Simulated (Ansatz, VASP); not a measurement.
**CdF2: VASP beside Ansatz**

INCAR

```
SYSTEM = CdF2
ALGO = Normal
EDIFF = 1E-7
ENCUT = 520
GGA = PE
ISIF = 2
ISMEAR = 0
ISPIN = 2
LASPH = .TRUE.
LCHARG = .TRUE.
LELF = .TRUE.
LORBIT = 11
LREAL = .FALSE.
LVHAR = .TRUE.
LWAVE = .FALSE.
MAGMOM = 0 0 0
NBANDS = 24
NELM = 150
PREC = Accurate
SIGMA = 0.1
```

The input KPOINTS:

```
k-points
0
G
  6 6 6
  0 0 0
```

POSCAR

```
CdF2
1.0
    0.0000000000      3.0065552666      3.0065552666
    3.0065552666      0.0000000000      3.0065552666
    3.0065552666      3.0065552666      0.0000000000
Cd F
1 2
Direct
    0.0000000000      0.0000000000      0.0000000000
    0.2500000000      0.2500000000      0.2500000000
    0.7500000000      0.7500000000      0.7500000000
```

Input for Ansatz:

```yaml
crystal:
  lattice:
    - [0.0, 3.0065552666, 3.0065552666]
    - [3.0065552666, 0.0, 3.0065552666]
    - [3.0065552666, 3.0065552666, 0.0]
  atoms:
    - { symbol: Cd, position: [0.0, 0.0, 0.0] }
    - { symbol: F, position: [0.25, 0.25, 0.25] }
    - { symbol: F, position: [0.75, 0.75, 0.75] }
basis:
  ecutwfc: 420
kpoints:
  mp_grid: { grid: [6, 6, 6] }
  band_path: { path: [[0, 0, 0], [0.5, 0, 0], [0.5, 0.5, 0.5]], npoints: 4 }
hamiltonian:
  xc: pbe
scf:
  occupations: { method: gaussian, width: 0.1 }
output:
  forces: true
  stress: true
  eigenvalues: true
magnetization:
  spin_polarized: true
  initial_magnetization: 2.0
```

Alike in both runs: task single point; functional PBE; k mesh 6 × 6 × 6; occupations gaussian, width 0.1 eV; collinear spin.

```csv
,VASP,Ansatz
version,VASP 6.6.1,Ansatz 0.2.0
potentials or method,"VASP PAW PBE potentials, release 64 (Cd, F)","scalar-relativistic, plane waves, PAW"
plane-wave cutoff (eV),520,420
valence electrons in the cell,26,34
```

Ansatz gave:

```
gap on the k mesh at the Fermi level (eV) : 1.98
least direct gap on the mesh (eV)         : 2.39
pressure (GPa)                            : -13.3
net moment per atom (μB)                  : 0.00
```

Task: Estimate VASP's values.

Result: gap on the k mesh at the Fermi level (eV): 1.96; least direct gap on the mesh (eV): 2.37; pressure (GPa): -13.3; net moment per atom (μB): 0.00.

The two sets of potentials don't hold the same shells in valence. Ansatz warned: «seeded_moment_not_kept».

A k mesh can miss the band edges. A hybrid or GW would open this gap; PBE tends to underestimate it.
